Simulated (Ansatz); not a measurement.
**SnSe2: from the start to rest**

The start is SnSe2, a known structure type filled with other elements, at an estimated volume. Where does it settle when we relax cell and atoms, and what is it like there?

Method: DFT, r2SCAN, no spin polarisation, plane waves, PAW, in Ansatz 0.2.0.

### 1 The structure

Symmetry: P6_3/mmc, No. 194, hexagonal system. The conventional cell has a = 5.151 Å, b = 5.151 Å, c = 6.310 Å, α = 90.00°, β = 90.00°, γ = 120.00°. Around Se (site symmetry -6m2) lie 5 Sn at 2.97 to 3.15 Å. Around Sn (site symmetry -6m2) lie 11 Se at 2.97 to 3.37 Å. Se (site symmetry -3m) has 8 Se at 3.15 to 3.37 Å and 6 Sn at 3.37 Å as nearest neighbours.

Coordinates:

```cif
data_structure
_symmetry_space_group_name_H-M 'P 1'
_symmetry_Int_Tables_number 1
_cell_length_a 5.1508
_cell_length_b 5.1508
_cell_length_c 6.3098
_cell_angle_alpha 90.000
_cell_angle_beta 90.000
_cell_angle_gamma 120.000
_cell_volume 144.98
loop_
_atom_site_label
_atom_site_type_symbol
_atom_site_fract_x
_atom_site_fract_y
_atom_site_fract_z
_atom_site_occupancy
Se1 Se 0.33330 0.66670 0.75000 1
Se2 Se 0.66660 0.33330 0.25000 1
Sn1 Sn 0.33330 0.66670 0.25000 1
Sn2 Sn 0.66660 0.33330 0.75000 1
Se3 Se 0.00000 0.00000 0.00000 1
Se4 Se 0.00000 0.00000 0.50000 1
```

It starts from an earlier solution of the starting cell (checkpoint.read).

### 2 The walk to rest

input.yaml reads:

```yaml
crystal:
  lattice:
    - [5.15082, 0.0, 0.0]
    - [-2.57541, 4.460745, 0.0]
    - [0.0, 0.0, 6.309837]
  atoms:
    - { symbol: Se, position: [0.3333, 0.6667, 0.75] }
    - { symbol: Se, position: [0.6666, 0.3333, 0.25] }
    - { symbol: Sn, position: [0.3333, 0.6667, 0.25] }
    - { symbol: Sn, position: [0.6666, 0.3333, 0.75] }
    - { symbol: Se, position: [0.0, 0.0, 0.0] }
    - { symbol: Se, position: [0.0, 0.0, 0.5] }
  symmetry: { tolerance: 0.0003 }
kpoints:
  mp_grid: { grid: [8, 8, 6], shift: [0, 0, 0] }
magnetization:
  spin_polarized: false
scf:
  occupations: { method: fermi_dirac }
  lower_state_search: "off"
hamiltonian:
  pseudopotentials: { kind: paw }
  xc: r2scan
basis:
  ecutwfc: 500
  fft_grid_basis: typed
relax:
  max_steps: 60
  cell: { p_target: 0.0 }
  f_tol: 0.03
output:
  forces: true
  stress: true
  eigenvalues: true
  bader: true
  populations: true
  elf: true
  write_potential: true
  volumetric_format: npy
  dos:
    e_range: [-12, 8]
    de: 0.05
    projected: { site_lists: { Se: [Se], Sn: [Sn] } }
checkpoint:
  read: saved_state
```

Run with:

```sh
> ansatz run input.yaml --threads 2 --pin off --max-ram 2560MiB --backend cpu --events-out ev --progress --plain --runs-dir out
```

Output, shortened:

```text
Warning: the atoms were moved onto the symmetric positions of the space group found under crystal.symmetry.tolerance 3.0e-4 (fractional; no operation is sought that the atoms, as they stand in a round, miss by more than twice it, and no atom is moved by as much as it), and the run uses [...]
Warning: RAYON_NUM_THREADS=2 ignored (pool sized by the plan → 2); use --threads N
[...]
Pseudopotentials: kind: paw
Pseudopotential: Se, paw, valence charge 16, recommended cutoff 500 eV (meta_gga), Se.paw.azcp
Pseudopotential: Sn, paw, valence charge 14, recommended cutoff 500 eV (meta_gga), Sn.paw.azcp
Functional definition: r2SCAN
[...]
Crystal: 6 atoms, lattice volume = 144.978 Å³
Basis set: ecut = 500 eV, 3695 PW (Γ), exchange–correlation on 160×160×192 points (64 copies of the dense FFT grid, shifted against one another)
Bands: 56, of which v1, the nominal top of the filled ones, is band 46 counted from 1 (45 counted from 0)
Symmetry: 24 space group operations
Space group: P63/mmc (ITA 194), of the structure as read, at distance tolerance 1.6e-3 Å
k-points: 40 of 384
[...]
SCF iter   1: F=-33988.909537 eV  HF=-33988.929470 eV  |F-HF|=1.99e-2  |Δ(HF+E_count)|=         —  Δρ=2.68e-3  dr2=2.46e-2  dr2_τ=4.39e-4  ethr=2.63e-5  ⟨swp⟩=2.1  Hψ=11588  notcnv=0
[...]
relax step   1: F+E_penalty+E_count = -33988.92527961 eV  Δ(F+E_penalty+E_count) = +0.000e0 eV  max|allowed force component| = 7.401e-17 eV/Å  Δτ_max = 0.0000 Å  P = -2.282 GPa  Ω = 144.978 Å³  (7 SCF iters, dr2 threshold 1.00e-7 eV, accepted)
[...]
relax step   2: F+E_penalty+E_count = -33989.13814660 eV  Δ(F+E_penalty+E_count) = -2.129e-1 eV  max|allowed force component| = 1.095e-16 eV/Å  Δτ_max = 0.0000 Å  P = -0.061 GPa  Ω = 138.208 Å³  energy of the carried Pulay correction = +2.579e-4 eV  (7 SCF iters, dr2 threshold 6.00e-7 eV, accepted)
[...]
relax step   3: F+E_penalty+E_count = -33989.29884102 eV  Δ(F+E_penalty+E_count) = -1.607e-1 eV  max|allowed force component| = 8.943e-17 eV/Å  Δτ_max = 0.0000 Å  P = +1.022 GPa  Ω = 136.603 Å³  energy of the carried Pulay correction = +3.087e-4 eV  (8 SCF iters, dr2 threshold 6.00e-7 eV, accepted)
[...]
SCF iter   7: F=-33989.320329 eV  HF=-33989.320329 eV  |F-HF|=7.04e-8  |Δ(HF+E_count)|=   1.14e-6  Δρ=9.53e-6  dr2=2.33e-7  dr2_τ=5.63e-9  ethr=6.52e-10  ⟨swp⟩=12.1  Hψ=21264  notcnv=0
[...]
```

### 3 The log goes on: semilocal partner

The log, continued:

```text
relax step   4: F+E_penalty+E_count = -33989.32032922 eV  Δ(F+E_penalty+E_count) = -2.149e-2 eV  max|allowed force component| = 7.401e-17 eV/Å  Δτ_max = 0.0000 Å  P = -0.231 GPa  Ω = 141.994 Å³  energy of the carried Pulay correction = +7.744e-5 eV  (7 SCF iters, dr2 threshold 6.00e-7 eV, accepted)
Crystal: 6 atoms, lattice volume = 141.023 Å³
iter 1 solved again at ethr=1.00e-5 eV; its pass at ethr=3.10e-3 eV (dr2=9.22e-3 eV) is discarded
SCF iter   1: F=-33989.332457 eV  HF=-33989.326744 eV  |F-HF|=5.71e-3  |Δ(HF+E_count)|=         —  Δρ=2.16e-3  dr2=9.24e-3  dr2_τ=5.38e-3  ethr=1.00e-5  ⟨swp⟩=1.7  Hψ=11769  notcnv=0
preconditioner: auto → Kerker (q_TF=auto, 2.541 Å⁻¹)  [metal: Δε(μ)=0.024 eV  Ē_g=16.198 eV  σ=0.100 eV  W_gap=0.06  n_scr=28 (ndim 8)  ℏωp=22.5 eV  f_vac=0.000  D(μ)=3.46/eV (n_scr^D=20)]
SCF iter   2: F=-33989.337058 eV  HF=-33989.337895 eV  |F-HF|=8.37e-4  |Δ(HF+E_count)|=   1.12e-2  Δρ=9.35e-4  dr2=1.71e-3  dr2_τ=2.83e-5  ethr=1.00e-5  ⟨swp⟩=2.0  Hψ=3053  notcnv=0
SCF iter   3: F=-33989.337370 eV  HF=-33989.337565 eV  |F-HF|=1.95e-4  |Δ(HF+E_count)|=   3.30e-4  Δρ=3.93e-4  dr2=3.79e-4  dr2_τ=4.39e-6  ethr=1.85e-6  ⟨swp⟩=2.0  Hψ=2874  notcnv=0
SCF iter   4: F=-33989.337548 eV  HF=-33989.337550 eV  |F-HF|=2.09e-6  |Δ(HF+E_count)|=   1.49e-5  Δρ=1.58e-4  dr2=5.22e-5  dr2_τ=3.90e-7  ethr=4.12e-7  ⟨swp⟩=2.0  Hψ=3438  notcnv=0
SCF iter   5: F=-33989.337561 eV  HF=-33989.337560 eV  |F-HF|=1.66e-6  |Δ(HF+E_count)|=   9.65e-6  Δρ=6.48e-5  dr2=5.32e-6  dr2_τ=1.31e-7  ethr=5.68e-8  ⟨swp⟩=2.0  Hψ=4081  notcnv=0
SCF iter   6: F=-33989.337563 eV  HF=-33989.337563 eV  |F-HF|=2.29e-7  |Δ(HF+E_count)|=   3.63e-6  Δρ=1.66e-5  dr2=3.08e-7  dr2_τ=5.74e-9  ethr=6.52e-10  ⟨swp⟩=8.6  Hψ=17710  notcnv=0
SCF 5 converged in 6 iterations: F = -33989.337563 eV  dr2 = 3.08e-7
relax step   5: F+E_penalty+E_count = -33989.33756344 eV  Δ(F+E_penalty+E_count) = -1.723e-2 eV  max|allowed force component| = 7.401e-17 eV/Å  Δτ_max = 0.0000 Å  P = -0.437 GPa  Ω = 141.023 Å³  energy of the carried Pulay correction = +1.221e-4 eV  (6 SCF iters, dr2 threshold 6.00e-7 eV, accepted)
Crystal: 6 atoms, lattice volume = 140.034 Å³
Basis set: ecut = 500 eV, 3489 PW (Γ), exchange–correlation on 160×160×192 points (64 copies of the dense FFT grid, shifted against one another)
iter 1 solved again at ethr=2.72e-7 eV; its pass at ethr=3.10e-3 eV (dr2=2.50e-4 eV) is discarded
SCF iter   1: F=-33989.339055 eV  HF=-33989.337345 eV  |F-HF|=1.71e-3  |Δ(HF+E_count)|=         —  Δρ=2.61e-4  dr2=1.75e-4  dr2_τ=4.56e-4  ethr=2.72e-7  ⟨swp⟩=3.7  Hψ=11281  notcnv=0
preconditioner: auto → Kerker (q_TF=auto, 2.544 Å⁻¹)  [metal: Δε(μ)=0.023 eV  Ē_g=16.231 eV  σ=0.100 eV  W_gap=0.06  n_scr=28 (ndim 8)  ℏωp=22.6 eV  f_vac=0.000  D(μ)=3.41/eV (n_scr^D=20)]
SCF iter   2: F=-33989.339284 eV  HF=-33989.339288 eV  |F-HF|=4.11e-6  |Δ(HF+E_count)|=   1.94e-3  Δρ=1.77e-4  dr2=3.99e-5  dr2_τ=1.94e-6  ethr=1.90e-7  ⟨swp⟩=2.0  Hψ=3337  notcnv=0
SCF iter   3: F=-33989.339289 eV  HF=-33989.339288 eV  |F-HF|=6.24e-7  |Δ(HF+E_count)|=   7.32e-8  Δρ=1.04e-4  dr2=1.46e-5  dr2_τ=1.70e-7  ethr=4.34e-8  ⟨swp⟩=1.0  Hψ=2240  notcnv=0
SCF iter   4: F=-33989.339290 eV  HF=-33989.339291 eV  |F-HF|=9.03e-7  |Δ(HF+E_count)|=   2.67e-6  Δρ=2.40e-5  dr2=8.79e-7  dr2_τ=2.56e-8  ethr=1.59e-8  ⟨swp⟩=2.0  Hψ=3767  notcnv=0
SCF iter   5: F=-33989.339290 eV  HF=-33989.339290 eV  |F-HF|=3.13e-8  |Δ(HF+E_count)|=   3.34e-7  Δρ=1.35e-5  dr2=2.65e-7  dr2_τ=4.82e-9  ethr=6.52e-10  ⟨swp⟩=11.0  Hψ=20486  notcnv=0
SCF 6 converged in 5 iterations: F = -33989.339290 eV  dr2 = 2.65e-7
relax step   6: F+E_penalty+E_count = -33989.33929045 eV  Δ(F+E_penalty+E_count) = -1.727e-3 eV  max|allowed force component| = 5.705e-17 eV/Å  Δτ_max = 0.0000 Å  P = +0.027 GPa  Ω = 140.034 Å³  energy of the carried Pulay correction = +1.611e-4 eV  (5 SCF iters, dr2 threshold 6.00e-7 eV, accepted)
Crystal: 6 atoms, lattice volume = 140.083 Å³
Basis set: ecut = 500 eV, 3501 PW (Γ), exchange–correlation on 160×160×192 points (64 copies of the dense FFT grid, shifted against one another)
iter 1 solved again at ethr=6.00e-10 eV; its pass at ethr=3.10e-3 eV (dr2=5.52e-7 eV) is discarded
SCF iter   1: F=-33989.339297 eV  HF=-33989.339291 eV  |F-HF|=6.10e-6  |Δ(HF+E_count)|=         —  Δρ=2.36e-5  dr2=4.52e-7  dr2_τ=1.88e-6  ethr=6.00e-10  ⟨swp⟩=3.0  Hψ=11071  notcnv=0
preconditioner: auto → Kerker (q_TF=auto, 2.544 Å⁻¹)  [metal: Δε(μ)=0.027 eV  Ē_g=16.227 eV  σ=0.100 eV  W_gap=0.07  n_scr=28 (ndim 8)  ℏωp=22.6 eV  f_vac=0.000  D(μ)=3.41/eV (n_scr^D=20)]
SCF iter   2: F=-33989.339297 eV  HF=-33989.339298 eV  |F-HF|=1.37e-7  |Δ(HF+E_count)|=   6.57e-6  Δρ=1.54e-5  dr2=3.24e-7  dr2_τ=4.52e-9  ethr=4.91e-10  ⟨swp⟩=2.8  Hψ=3528  notcnv=0
SCF iter   3: F=-33989.339298 eV  HF=-33989.339298 eV  |F-HF|=1.96e-8  |Δ(HF+E_count)|=   3.17e-8  Δρ=5.94e-6  dr2=5.99e-8  dr2_τ=7.50e-10  ethr=3.52e-10  ⟨swp⟩=1.0  Hψ=2240  notcnv=0
SCF iter   4: F=-33989.339298 eV  HF=-33989.339298 eV  |F-HF|=7.22e-9  |Δ(HF+E_count)|=  8.73e-11  Δρ=1.48e-6  dr2=7.99e-9  dr2_τ=1.26e-10  ethr=8.72e-12  ⟨swp⟩=6.2  Hψ=14049  notcnv=0
SCF 7 converged in 4 iterations: F = -33989.339298 eV  dr2 = 7.99e-9
relax step   7: F+E_penalty+E_count = -33989.33929754 eV  Δ(F+E_penalty+E_count) = -7.087e-6 eV  max|allowed force component| = 1.496e-16 eV/Å  Δτ_max = 0.0000 Å  P = -0.000 GPa  Ω = 140.083 Å³  energy of the carried Pulay correction = +1.592e-4 eV  (4 SCF iters, dr2 threshold 8.02e-9 eV, accepted)
Basis set: ecut = 500 eV, 3501 PW (Γ), exchange–correlation on 160×160×180 points (64 copies of the dense FFT grid, shifted against one another)
Initial wavefunctions: pseudopotential atomic-orbital guess (no wavefunctions were taken with the density)
iter 1 solved again at ethr=9.08e-8 eV; its pass at ethr=3.10e-3 eV (dr2=8.35e-5 eV) is discarded
SCF iter   1: F=-33989.339518 eV  HF=-33989.338545 eV  |F-HF|=9.72e-4  |Δ(HF+E_count)|=         —  Δρ=2.67e-4  dr2=2.06e-6  dr2_τ=9.74e-7  ethr=9.08e-8  ⟨swp⟩=3.0  Hψ=14591  notcnv=0
SCF iter   2: F=-33989.339536 eV  HF=-33989.339274 eV  |F-HF|=2.62e-4  |Δ(HF+E_count)|=   7.28e-4  Δρ=1.35e-4  dr2=5.16e-7  dr2_τ=7.65e-6  ethr=2.24e-9  ⟨swp⟩=2.0  Hψ=3233  notcnv=0
SCF iter   3: F=-33989.339537 eV  HF=-33989.339537 eV  |F-HF|=3.02e-7  |Δ(HF+E_count)|=   2.63e-4  Δρ=5.21e-6  dr2=1.57e-8  dr2_τ=8.02e-9  ethr=5.61e-10  ⟨swp⟩=2.0  Hψ=3268  notcnv=0
SCF iter   4: F=-33989.339537 eV  HF=-33989.339537 eV  |F-HF|=4.04e-8  |Δ(HF+E_count)|=   2.79e-7  Δρ=2.55e-6  dr2=6.03e-9  dr2_τ=7.12e-10  ethr=1.71e-11  ⟨swp⟩=2.0  Hψ=4108  notcnv=0
SCF iter   5: F=-33989.339537 eV  HF=-33989.339537 eV  |F-HF|=1.77e-9  |Δ(HF+E_count)|=   4.24e-8  Δρ=6.79e-7  dr2=5.56e-10  dr2_τ=7.24e-11  ethr=6.56e-12  ⟨swp⟩=2.0  Hψ=2932  notcnv=0
SCF iter   6: F=-33989.339537 eV  HF=-33989.339537 eV  |F-HF|=1.67e-10  |Δ(HF+E_count)|=   1.78e-9  Δρ=2.49e-7  dr2=8.35e-11  dr2_τ=5.35e-12  ethr=1.00e-12  ⟨swp⟩=2.0  Hψ=3779  notcnv=0
SCF iter   7: F=-33989.339537 eV  HF=-33989.339537 eV  |F-HF|=3.64e-11  |Δ(HF+E_count)|=  2.18e-10  Δρ=7.63e-8  dr2=9.50e-12  dr2_τ=5.54e-13  ethr=1.00e-12  ⟨swp⟩=6.2  Hψ=10055  notcnv=0
SCF 8 converged in 7 iterations: F = -33989.339537 eV  dr2 = 9.50e-12
relax step   8: F+E_penalty+E_count = -33989.33953699 eV  Δ(F+E_penalty+E_count) = -2.395e-4 eV  max|allowed force component| = 1.480e-16 eV/Å  Δτ_max = 0.0000 Å  P = +0.003 GPa  Ω = 140.083 Å³  stress off target by 5.55e-3 GPa  SCF on the basis re-selected at this cell (its energy is not comparable with the rows above)  (7 SCF iters)
basis re-selected at this cell: Δ(F+E_penalty+E_count) = -2.395e-4 eV, ΔP = +0.003 GPa vs the last step (what re-selecting the basis moved, of the pressure what is left beyond the Pulay correction that the steps carried, after the strain that the cell walked since its last selection, with what the two solves' SCF thresholds leave and, on support functions, any second-order correction that the steps lacked; it is no measure of the basis error at this ecutwfc). The dense FFT grid was sized anew with the basis: this SCF ran on 40×40×45 points, the steps before it on 40×40×48, so part of this shift can come from that change (see relax.cell in the input reference). This SCF's stress stands 5.55e-3 GPa from its target on what of the cell is left free (relax.cell.stress_tol is 5.00e-2 GPa) and its largest allowed force component is 1.48e-16 eV/Å (relax.f_tol is 3.00e-2 eV/Å): within both
SCF converged after 7 iterations
Free energy (F): -33989.339537 eV
Harris-Foulkes:  -33989.339537 eV  (|F-HF|=3.64e-11)
Internal energy: -33989.224299 eV  (E = F + TS)
E sigma→0 (E₀):  -33989.281918 eV
Entropy (-TS):   -0.115238 eV (-19.206 meV/atom)
Fermi energy:    9.943781 eV
--- Per-component energies (eV) ---
  E_band       = -1645.602450
  E_kinetic    = 841.815686
  E_local      = -10424.584198  (includes V_loc(G=0)·N_el)
  E_nonlocal   = -2445.002045
  E_hartree    = 5436.910420
  E_xc         = -1141.862151
  E_vxc        = -629.733477  (∫ρ·V_xc dr)
  E_paw        = -16015.103432  (= ΣΔE_a)
  E_vpaw       = 104.686567  (= ΣTr[D̂ρ^β])
  E_aug_tail   = -0.000839  (compensation charges beyond the density's cutoff)
  E_vtau       = 33.395188  (kinetic-family band-sum trace: ∫τ·v_τ [+ j·A + Jᵃ·Aᵃ] dr)
  E_ewald      = -10235.809300
  E_core_change = -5.588441  (= ΣΔE_core)
  E_smearing   = -0.115238  (= −TS)
  E_closure    = 0.000000  (closes the sum)
  Σ components = -33989.339537   (vs F -33989.339537, Δ=0.00e0)
--- Forces (eV/Å), atoms counted from 1 ---
  atom   1  Se     0.00000000     0.00000000    -0.00000000
  atom   2  Se     0.00000000    -0.00000000     0.00000000
  atom   3  Sn    -0.00000000     0.00000000    -0.00000000
  atom   4  Sn    -0.00000000    -0.00000000     0.00000000
  atom   5  Se     0.00000000     0.00000000    -0.00000000
  atom   6  Se     0.00000000     0.00000000     0.00000000
  max |Σ_I F_I| component: 9.25e-18 eV/Å
--- Stress (GPa, compression-positive) ---
        0.005549       0.000000       0.000000
        0.000000       0.005549       0.000000
        0.000000       0.000000      -0.003070
  P = ⅓ Tr σ = 0.0027 GPa (0.027 kbar)
--- Band table (eV; the first three rows and the last of 40) ---
  k-point 0: bands = ["-38.5324", "-38.5323", "-38.5069", "-38.5069", "-38.5067", "-38.5067", "-38.4526", "-38.4472", "-38.4472", "-38.4471", "-38.4471", "-38.4211", "-38.3890", "-38.3890", "-38.3805", "-38.3805", "-38.2304", "-38.2304", "-38.2296", "-38.2296", "-12.3468", "-12.3148", "-12.3139", "-12.3139", "-12.3136", "-12.3136", "-12.3011", "-12.3011", "-12.2851", "-12.2851", "-5.0536", "-2.8640", "-2.6832", "-1.5579", "3.2601", "5.0675", "5.4102", "5.9069", "5.9069", "6.0831", "6.0831", "6.1357", "6.6736", "8.6950", "8.6950", "9.0973", "9.0973", "12.3327", "12.3327", "13.6196", "14.5355", "14.5355", "15.3331", "15.3331", "17.5323", "18.0882"]
  k-point 1: bands = ["-38.5324", "-38.5323", "-38.5069", "-38.5069", "-38.5067", "-38.5067", "-38.4505", "-38.4471", "-38.4471", "-38.4471", "-38.4471", "-38.4232", "-38.3884", "-38.3884", "-38.3811", "-38.3811", "-38.2303", "-38.2303", "-38.2297", "-38.2297", "-12.3427", "-12.3150", "-12.3149", "-12.3149", "-12.3145", "-12.3145", "-12.2990", "-12.2990", "-12.2857", "-12.2857", "-4.9461", "-3.0540", "-2.6253", "-1.7012", "3.2874", "4.5720", "5.0689", "6.0187", "6.0187", "6.1896", "6.1896", "7.0987", "7.8367", "8.4720", "8.4720", "8.7081", "8.7081", "12.5212", "12.7648", "12.7648", "14.2821", "14.2821", "16.0997", "16.0997", "16.1229", "17.0399"]
  k-point 2: bands = ["-38.5323", "-38.5323", "-38.5068", "-38.5068", "-38.5067", "-38.5067", "-38.4471", "-38.4471", "-38.4471", "-38.4471", "-38.4447", "-38.4290", "-38.3869", "-38.3869", "-38.3826", "-38.3826", "-38.2302", "-38.2302", "-38.2298", "-38.2298", "-12.3330", "-12.3169", "-12.3165", "-12.3165", "-12.3159", "-12.3159", "-12.2947", "-12.2947", "-12.2875", "-12.2875", "-4.6311", "-3.5518", "-2.4629", "-1.9654", "3.1198", "3.6803", "6.1803", "6.3284", "6.3284", "6.4690", "6.4690", "7.9669", "7.9669", "7.9946", "7.9946", "8.8527", "9.4209", "10.6319", "13.5188", "13.5188", "13.8682", "14.1283", "14.1283", "14.9031", "17.5592", "17.5592"]
  k-point 39: bands = ["-38.5323", "-38.5323", "-38.5068", "-38.5068", "-38.5068", "-38.5068", "-38.4471", "-38.4471", "-38.4471", "-38.4471", "-38.4368", "-38.4368", "-38.3848", "-38.3848", "-38.3848", "-38.3848", "-38.2300", "-38.2300", "-38.2300", "-38.2300", "-12.3213", "-12.3213", "-12.3147", "-12.3147", "-12.3136", "-12.3136", "-12.2941", "-12.2941", "-12.2934", "-12.2934", "-3.3947", "-3.3947", "-2.9880", "-2.9880", "1.7638", "1.7638", "6.4953", "6.4953", "7.3957", "7.3957", "7.8727", "7.8727", "8.9814", "8.9814", "9.5217", "9.5217", "11.0239", "11.0239", "12.0465", "12.0465", "13.6363", "13.6363", "14.0776", "14.0776", "18.6767", "18.6767"]
--- Relaxed structure (7 steps of the walk, 7 accepted, 1 SCFs on fresh bases) ---
  F+E_penalty+E_count = -33989.33953699 eV   max|allowed force component| = 1.480e-16 eV/Å   (the final SCF, on the basis selected at the relaxed cell)
  cell:  # Å, volume = 140.0833 Å³
    - [5.375115544570649, 1.0385939161426256e-33, 0.0]
    - [-2.6875577722853246, 4.654986609874809, 0.0]
    - [0.0, 0.0, 5.598609777395427]
  atoms:
    - { symbol: Se, position: [0.33333333333333326, 0.6666666666666665, 0.7499999999999999] }
    - { symbol: Se, position: [0.6666666666666666, 0.33333333333333326, 0.24999999999999997] }
    - { symbol: Sn, position: [0.33333333333333326, 0.6666666666666665, 0.24999999999999997] }
    - { symbol: Sn, position: [0.6666666666666666, 0.33333333333333326, 0.7499999999999999] }
    - { symbol: Se, position: [-1.8499199568033916e-17, 3.5229676800338537e-35, 1.0598145009680231e-36] }
    - { symbol: Se, position: [-1.8499199568033916e-17, 9.459543004686653e-35, 0.49999999999999994] }
--- Löwdin populations: 6 sites ---
  site symbol       q [e]
     0     Se     16.1834
     1     Se     16.1834
     2     Sn     13.4810
     3     Sn     13.4810
     4     Se     16.2121
     5     Se     16.2121
  spilling = 0.002684 (of n_electrons = 92.000000)
--- Bader charges: 6 sites ---
  site symbol  charge [e]  shift [e]
     0     Se     -0.6394     0.0001
     1     Se     -0.6394     0.0001
     2     Sn      1.0480     0.0001
     3     Sn      1.0480     0.0001
     4     Se     -0.4086     0.0000
     5     Se     -0.4086     0.0000
  estimated error of the sums over rays = 6.4e-4 e
```

Wall time 6.1 min (2 threads of Arm Neoverse N1, shared host); peak memory 0.91 GiB.

Relaxation path:

```csv
step,energy from step 1 (eV/cell),largest force component (eV/Å),pressure (GPa),volume (Å³)
1,0.0000,0.0000,-2.28,144.98
2,-0.2129,0.0000,-0.06,138.21
3,-0.3736,0.0000,1.02,136.60
4,-0.3950,0.0000,-0.23,141.99
5,-0.4123,0.0000,-0.44,141.02
6,-0.4140,0.0000,0.03,140.03
7,-0.4140,0.0000,0.00,140.08
8,-0.4143,0.0000,0.00,140.08
```

Step 1 is the start. Step 8 repeats the geometry before on a plane-wave basis chosen anew for that cell, so the energy can jump there without any move; the table keeps such jumps.

| input's cell | before | after | change |
| --- | --- | --- | --- |
| a (Å) | 5.151 | 5.375 | +4.4 % |
| b (Å) | 5.151 | 5.375 | +4.4 % |
| c (Å) | 6.310 | 5.599 | -11.3 % |
| volume (Å³/atom) | 24.16 | 23.35 | -3.4 % |

### 4 Total and projected density of states

States per cell by energy window, from dos.tsv and pdos.tsv (tetrahedra; eV from the Fermi level):

```csv
from,to,total,Se p,Sn s,Sn p
-4.5,-4.0,1.71,1.27,0.04,0.34
-4.0,-3.5,1.89,1.40,0.06,0.34
-3.5,-3.0,1.76,1.30,0.12,0.27
-3.0,-2.5,1.50,1.12,0.10,0.20
-2.5,-2.0,1.56,1.20,0.10,0.20
-2.0,-1.5,1.96,1.50,0.13,0.25
-1.5,-1.0,2.14,1.65,0.14,0.29
-1.0,-0.5,2.75,2.33,0.13,0.21
-0.5,0.0,2.44,2.12,0.15,0.11
0.0,0.5,1.60,1.33,0.14,0.09
0.5,1.0,1.18,0.88,0.17,0.07
1.0,1.5,0.22,0.16,0.01,0.04
1.5,2.0,0.20,0.11,0.00,0.07
2.0,2.5,0.85,0.19,0.01,0.56
2.5,3.0,2.13,0.72,0.02,1.20
3.0,3.5,2.35,0.66,0.02,1.48
```

### 5 Charges

By element, from the tables in the log (a charge is positive for electrons lost): Löwdin charges also hold the electrons that the projection spills.

```csv
element,atoms,Bader charge (e),Bader volume (Å³),Löwdin charge (e)
Se,4,-0.64 to -0.41,24.5 to 24.9,-0.21 to -0.18
Sn,2,+1.05,20.6,+0.52
```

Löwdin charges rest on a small set of atomic orbitals that misses 0.3 % of the electrons, so they need not add up to the cell's charge and can differ from Bader's even in sign.

[end of part 1 of 2]
